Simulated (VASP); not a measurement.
# AlCo4 (P1) in VASP: reference runs

How does AlCo4 come out in PBE? The cell is run as given.

Program: VASP 6.6.1. These are calculated values, not measurements. Logs are shortened: lines on timing, memory, paths and dates and some standing lists are left out, and cuts for length are marked.

### Step 1. The cell of the first run

The typed cell holds 10 atoms: a = 2.597 Å, b = 2.358 Å, c = 20.388 Å, α = 90.19°, β = 89.85°, γ = 65.92°.

The cell comes from a database or a generator and needn't be the stable form of this composition.

### Step 2. Single point, PBE, collinear spin, ferromagnetic start (cell sheared at random, sigma 0.06, atoms nudged by 0.01 Å)

INCAR

```
SYSTEM = AlCo4
  PREC = Accurate
  ENCUT = 520
  EDIFF = 1E-7
  ISMEAR = -1
  SIGMA = 0.05
  LREAL = .False.
  LASPH = .True.
  NELM = 120
  ALGO = Normal
  ISIF = 2
  LWAVE = .False.
  LCHARG = .True.
  ISPIN = 2
  MAGMOM = 0 0 2 2 2 2 2 2 2 2
  LORBIT = 11
  LMAXMIX = 4
  GGA = PE
  LELF = .True.
  LVHAR = .True.
  NBANDS = 54
```

KPOINTS

```
regular mesh
0
Gamma
  11 12 2
  0 0 0
```

POSCAR

```
AlCo4
1.0
    1.1221623300     -2.3409255300     -0.0744515500
    2.3556042700      0.0642473100     -0.0741781800
    0.5854101700     -0.4251409300     20.3755803000
Al Co
2 8
Direct
    0.0081381600      0.9992679900      0.0009006800
    0.4969696400      0.4957933300      0.5004736000
    0.6964054400      0.7014837200      0.8988057700
    0.1993319900      0.1995077600      0.3981833700
    0.8981810900      0.9068138000      0.3002948800
    0.4032478600      0.3931892400      0.8006453800
    0.6049719000      0.5978656600      0.1995803600
    0.1008297900      0.1025742800      0.6989184100
    0.7888793300      0.8063320200      0.6016555500
    0.3030448000      0.2971722000      0.1005419900
```

Potentials or basis: VASP PAW PBE potentials, release 64 (Al, Co).

Command:

```
$ cat potpaw_PBE.64/Al/POTCAR potpaw_PBE.64/Co/POTCAR > POTCAR
$ mpirun -np 1 vasp_std > vasp.out
```

OUTCAR:

```text
SYSTEM = AlCo4
   PREC = Accurate
   ENCUT = 520
   EDIFF = 1E-7
   ISMEAR = -1
   LREAL = .False.
   LASPH = .True.
   NELM = 120
   ISIF = 2
   ISPIN = 2
   LORBIT = 11
   GGA = PE

 ion  position               nearest neighbor table
   1  0.008  0.999  0.001-  10 2.38   3 2.44  10 2.54   3 2.58  10 2.63   3 2.64
   2  0.497  0.496  0.500-   9 2.41   4 2.42   9 2.55   4 2.59   9 2.65   4 2.66
   3  0.696  0.701  0.899-   6 2.36   1 2.44   6 2.50   1 2.58   6 2.61   1 2.64
   4  0.199  0.200  0.398-   5 2.35   2 2.42   5 2.52   2 2.59   5 2.59   2 2.66
   5  0.898  0.907  0.300-   4 2.35   7 2.40   4 2.52   7 2.54   4 2.59   7 2.65
   6  0.403  0.393  0.801-   3 2.36   8 2.41   3 2.50   8 2.58   3 2.61   8 2.65
   7  0.605  0.598  0.200-  10 2.38   5 2.40  10 2.53   5 2.54  10 2.61   5 2.65
   8  0.101  0.103  0.699-   9 2.35   6 2.41   9 2.50   9 2.56   6 2.58   6 2.65
   9  0.789  0.806  0.602-   8 2.35   2 2.41   8 2.50   2 2.55   8 2.56   2 2.65
  10  0.303  0.297  0.101-   1 2.38   7 2.38   7 2.53   1 2.54   7 2.61   1 2.63

  LATTYP: Found a triclinic cell.
 ALAT       =     2.7030048991
 B/A-ratio  =     0.8722320376
 C/A-ratio  =     7.5428724864
 COS(alpha) =     0.0033232206
 COS(beta)  =     0.0053510774
 COS(gamma) =     0.4801718304

  Lattice vectors:

 A1 = (   1.2334419400,   2.4051728400,   0.0002733700)
 A2 = (   2.3556042700,   0.0642473100,  -0.0741781800)
 A3 = (  -0.5854101700,   0.4251409300, -20.3755803000)

Analysis of symmetry for initial positions (statically):
=====================================================================
 Subroutine PRICEL returns:
 Original cell was already a primitive cell.

 Routine SETGRP: Setting up the symmetry group for a
 triclinic supercell.

 Subroutine GETGRP returns: Found  1 space group operations
 (whereof  1 operations were pure point group operations)
 out of a pool of  2 trial point group operations.

The static configuration has the point symmetry C_1 .

Analysis of symmetry for dynamics (positions and initial velocities):
=====================================================================
 Subroutine PRICEL returns:
 Original cell was already a primitive cell.

 Routine SETGRP: Setting up the symmetry group for a
 triclinic supercell.

 Subroutine GETGRP returns: Found  1 space group operations
 (whereof  1 operations were pure point group operations)
 out of a pool of  2 trial point group operations.

The dynamic configuration has the point symmetry C_1 .

Analysis of structural, dynamic, and magnetic symmetry:
=====================================================================
 Subroutine PRICEL returns:
 Original cell was already a primitive cell.

 Routine SETGRP: Setting up the symmetry group for a
 triclinic supercell.

 Subroutine GETGRP returns: Found  1 space group operations
 (whereof  1 operations were pure point group operations)
 out of a pool of  2 trial point group operations.

The overall configuration has the point symmetry C_1 .

 Subroutine INISYM returns: Found  1 space group operations
 (whereof  1 operations are pure point group operations),
 and found     1 'primitive' translations

----------------------------------------------------------------------------------------

                                     Primitive cell

  volume of cell :     113.9696

  direct lattice vectors                    reciprocal lattice vectors
     1.122162330 -2.340925530 -0.074451550     0.011209484 -0.421518046 -0.009117125
     2.355604270  0.064247310 -0.074178180     0.418790475  0.201003603 -0.007838272
     0.585410170 -0.425140930 20.375580300     0.001565584 -0.000808448  0.049016508

  length of vectors
     2.597060582  2.357647471 20.388421284     0.421765619  0.464595898  0.049048167

  position of ions in fractional coordinates (direct lattice)
     0.008138160  0.999267990  0.000900680
     0.496969640  0.495793330  0.500473600
     0.696405440  0.701483720  0.898805770
     0.199331990  0.199507760  0.398183370
     0.898181090  0.906813800  0.300294880
     0.403247860  0.393189240  0.800645380
     0.604971900  0.597865660  0.199580360
     0.100829790  0.102574280  0.698918410
     0.788879330  0.806332020  0.601655550
     0.303044800  0.297172200  0.100541990

  ion indices of the primitive-cell ions
   primitive index   ion index
                 1           1
                 2           2
                 3           3
                 4           4
                 5           5
                 6           6
                 7           7
                 8           8
                 9           9
                10          10

----------------------------------------------------------------------------------------

 KPOINTS: regular mesh

Automatic generation of k-mesh.
 Grid dimensions read from file:
 generate k-points for:   11   12    2

 Generating k-lattice:

  Cartesian coordinates                     Fractional coordinates (reciprocal lattice)
     0.001019044 -0.038319822 -0.000828830     0.090909091  0.000000000  0.000000000
     0.034899206  0.016750300 -0.000653189    -0.000000000  0.083333333 -0.000000000
     0.000782792 -0.000404224  0.024508254     0.000000000  0.000000000  0.500000000

  Length of vectors
     0.038342329  0.038716325  0.024524083

  Shift w.r.t. Gamma in fractional coordinates (k-lattice)
     0.000000000  0.000000000  0.000000000

 Subroutine IBZKPT returns following result:
 ===========================================

 Found    134 irreducible k-points:

 Following reciprocal coordinates:
            Coordinates               Weight
  0.000000  0.000000  0.000000      1.000000
  0.090909  0.000000  0.000000      2.000000
  0.181818 -0.000000 -0.000000      2.000000
  0.272727 -0.000000  0.000000      2.000000
  0.363636 -0.000000 -0.000000      2.000000
  0.454545 -0.000000 -0.000000      2.000000
[... 16 lines left out ...]
  0.454545  0.166667  0.000000      2.000000
 -0.454545  0.166667  0.000000      2.000000
 [... further k-points ...]
   k-points           NKPTS =    134   k-points in BZ     NKDIM =    134   number of bands    NBANDS=     54
   number of dos      NEDOS =    301   number of ions     NIONS =     10
   total plane-waves  NPLWV =  57600
   dimension x,y,z NGX =    20 NGY =   18 NGZ =  160
   dimension x,y,z NGXF=    40 NGYF=   36 NGZF=  320
   ions per type =               2   8
   NGX,Y,Z   is equivalent  to a cutoff of  12.80, 12.69, 13.05 a.u.
   NGXF,Y,Z  is equivalent  to a cutoff of  25.61, 25.38, 26.09 a.u.
 SYSTEM =  AlCo4
   PREC   = accura    normal or accurate (medium, high low for compatibility)
   ISTART =      0    job   : 0-new  1-cont  2-samecut
   ICHARG =      2    charge: 1-file 2-atom 10-const
   ISPIN  =      2    spin polarized calculation?
   LNONCOLLINEAR =      F non collinear calculations
   LSORBIT =      F    spin-orbit coupling
   LASPH  =      T    aspherical Exc in radial PAW
   ENCUT  =  520.0 eV  38.22 Ry    6.18 a.u.   4.83  4.38 37.91*2*pi/ulx,y,z
   NELM   =    120;   NELMIN=  2; NELMDL= -5     # of ELM steps
   EDIFF  = 0.1E-06   stopping-criterion for ELM
   LREAL  =      F    real-space projection
   EDIFFG = 0.1E-05   stopping-criterion for IOM
   NSW    =      0    number of steps for IOM
   IBRION =     -1    ionic relax: 0-MD 1-quasi-New 2-CG
   NFREE  =      0    steps in history (QN), initial steepest desc. (CG)
   ISIF   =      2    stress and relaxation
   ISYM   =      2    0-nonsym 1-usesym 2-fastsym
   POTIM  = 0.5000    time-step for ionic-motion
   TEBEG  =    0.0;   TEEND  =   0.0 temperature during run
   PSTRESS=    0.0 pullay stress
   NELECT =      78.0000    total number of electrons
   NUPDOWN=      -1.0000    fix difference up-down
   EMIN   =  10.00;   EMAX   =-10.00  energy-range for DOS
   EFERMI =   0.00;   METHOD = LEGACY
   ISMEAR =    -1;   SIGMA  =   0.05  broadening in eV -4-tet -1-fermi 0-gaus
   EFERMI_NEDOS =   21; number of points for ismear=-14 and -15
   IALGO  =     38    algorithm
   IMIX   =      4    mixing-type and parameters
     AMIX     =   0.40;   BMIX     =  1.00
     AMIX_MAG =   1.60;   BMIX_MAG =  1.00
  volume/ion in A,a.u.               =      11.40        76.91
  Fermi-wavevector in a.u.,A,eV,Ry     =   1.442702  2.726312 28.319030  2.081390
  Thomas-Fermi vector in A             =   2.561193
   LORBIT       =     11    0 simple, 1 ext, 2 COOP (PROOUT), +10 PAW based schemes
   GGA     = PE    functional components
   LHFCALC =     F    Hartree Fock is set to
   AEXX    =    0.0000 exact exchange contribution
   IVDW    =     0    specifies the selected vdW correction
   LEPSILON=     F    determine dielectric tensor
   LRPA    =     F    only Hartree local field effects (RPA)
 spin polarized calculation
  energy-cutoff  :      520.00
  volume of cell :      113.97
 maximum number of plane-waves:      3118
   NGX =  9   NGY =  9   NGZ = 75

 number of electron      77.9999992 magnetization      11.4831438

 Free energy of the ion-electron system (eV)
  ---------------------------------------------------
  ext. energy  EPLUGINS =         0.00000000
  ---------------------------------------------------
  free energy    TOTEN  =       -62.68385768 eV

  energy without entropy =      -62.57793749  energy(sigma->0) =      -62.63089758

 E-fermi :  10.1585     XC(G=0): -12.7999

 val. band max:       10.1577632984   @ k =   0.0909   0.1667   0.0000
 cond. band min:      10.1588202574   @ k =   0.0909   0.0833   0.5000
 fundamental gap:      0.0010569589
 Fermi energy:        10.1585256740

 spin component 1

 k-point     1 :       0.0000    0.0000    0.0000
  band No.  band energies     occupation
      1      -0.7933      1.00000
      2      -0.7692      1.00000
      3       1.6335      1.00000
      4       2.1326      1.00000
      5       2.4096      1.00000
      6       3.7416      1.00000
[... 43 lines left out ...]
     50       9.4920      1.00000
     51      13.4846      0.00000
[... 1240 lines left out ...]
     50      12.7819      0.00000
     51      13.2757      0.00000

 [... further k-points ...]

 spin component 2

 k-point     1 :       0.0000    0.0000    0.0000
  band No.  band energies     occupation
      1      -0.8835      1.00000
      2      -0.8600      1.00000
      3       1.6528      1.00000
      4       2.1587      1.00000
      5       2.4138      1.00000
      6       3.7997      1.00000
[... 43 lines left out ...]
     50      11.1824      0.00000
     51      14.0081      0.00000
[... 1240 lines left out ...]
     50      13.5860      0.00000
     51      14.0465      0.00000

 [... further k-points ...]

 [bands above 51 left out]

------------------------ aborting loop because EDIFF is reached ----------------------------------------

  FORCE on cell =-STRESS in cart. coord.  units (eV):
  Direction    XX          YY          ZZ          XY          YZ          ZX
  --------------------------------------------------------------------------------------
  -------------------------------------------------------------------------------------
  Total       19.9068711     -6.8452301     -1.4705448     -3.9899922     -5.3097966      4.6361544
  in kB      279.8496019    -96.2298342    -20.6728304    -56.0910719    -74.6448027     65.1747803
  external PRESSURE =      54.3156457 kB  Pullay stress =       0.0000000 kB

 VOLUME and BASIS-vectors are now :
 -----------------------------------------------------------------------------
  energy-cutoff  :      520.00
  volume of cell :      113.97
      direct lattice vectors                 reciprocal lattice vectors
     1.122162330 -2.340925530 -0.074451550     0.011209484 -0.421518046 -0.009117125
     2.355604270  0.064247310 -0.074178180     0.418790475  0.201003603 -0.007838272
     0.585410170 -0.425140930 20.375580300     0.001565584 -0.000808448  0.049016508

 POSITION                                       TOTAL-FORCE (eV/Angst)
 -----------------------------------------------------------------------------------
      2.36354      0.04477     -0.05638        -0.086458      0.091576     -0.273879
      2.01856     -1.34429     10.12366         0.009468      0.020454     -0.091893
      2.96007     -1.96728     18.20981         0.110914     -0.212603      0.049973
      0.92674     -0.62309      8.08358         0.111527     -0.184152      0.091657
      3.31980     -2.17198      5.98455        -0.120473      0.144738     -0.137336
      1.84741     -1.25910     16.25443        -0.074448      0.163877     -0.131221
      2.20405     -1.46263      3.97718         0.068564     -0.115222      0.011118
      0.76393     -0.52658     14.22575         0.093429     -0.147831      0.203942
      3.13687     -2.05069     12.14054        -0.105030      0.142894     -0.008564
      1.09894     -0.73306      2.00400        -0.007494      0.096269      0.286204
 -----------------------------------------------------------------------------------
    total drift:                               -0.000068     -0.000119      0.000017

  FREE ENERGIE OF THE ION-ELECTRON SYSTEM (eV)
  ---------------------------------------------------
  free  energy   TOTEN  =       -62.6838576833 eV

  energy  without entropy=      -62.5779374860  energy(sigma->0) =      -62.63089758

 total charge

# of ion       s       p       d       tot
------------------------------------------
    1        0.431   0.469   0.000   0.900
    2        0.431   0.467   0.000   0.897
    3        0.476   0.512   7.318   8.306
    4        0.476   0.512   7.319   8.307
    5        0.481   0.493   7.245   8.220
    6        0.479   0.488   7.242   8.208
    7        0.479   0.487   7.241   8.208
    8        0.480   0.491   7.244   8.215
    9        0.479   0.519   7.327   8.325
   10        0.478   0.518   7.331   8.328
--------------------------------------------------
tot          4.690   4.957  58.266  67.914

 magnetization (x)

# of ion       s       p       d       tot
------------------------------------------
    1       -0.007  -0.021   0.000  -0.028
    2       -0.007  -0.021   0.000  -0.028
    3       -0.007  -0.034   1.347   1.305
    4       -0.008  -0.035   1.357   1.315
    5       -0.008  -0.040   1.712   1.663
    6       -0.008  -0.040   1.715   1.667
    7       -0.008  -0.039   1.713   1.666
    8       -0.008  -0.040   1.712   1.664
    9       -0.008  -0.035   1.326   1.284
   10       -0.008  -0.034   1.293   1.252
--------------------------------------------------
tot         -0.076  -0.338  12.174  11.759
```

Run time: 43 min. Hardware: 1 thread of Intel Xeon 6975P-C (Granite Rapids), shared host; peak memory 1.1 GiB.

What came out:

| Property | Result |
| --- | --- |
| Free energy | -62.6839 eV |
| Pressure | 5.4 GPa |
| Largest force | 0.302 eV/Å |
| Band gap on the k mesh | none (metal or under the smearing width) |
| Net moment | 11.48 μB per cell |
| Site moments | Al -0.03; Co +1.30, +1.31, +1.66, +1.67, +1.28, +1.25 μB |
| Valence electrons inside the program's atomic spheres | Al 0.90; Co 8.31, 8.22, 8.21, 8.32, 8.33 |

Forces on the atoms (eV/Å):
```
Al  -0.086  0.092 -0.274
Al   0.009  0.020 -0.092
Co   0.111 -0.213  0.050
Co   0.112 -0.184  0.092
Co  -0.120  0.145 -0.137
Co  -0.074  0.164 -0.131
Co   0.069 -0.115  0.011
Co   0.093 -0.148  0.204
Co  -0.105  0.143 -0.009
Co  -0.007  0.096  0.286
```

Stress tensor (GPa, compression positive):
```
27.98 -5.61  6.52
-5.61 -9.62 -7.46
 6.52 -7.46 -2.07
```
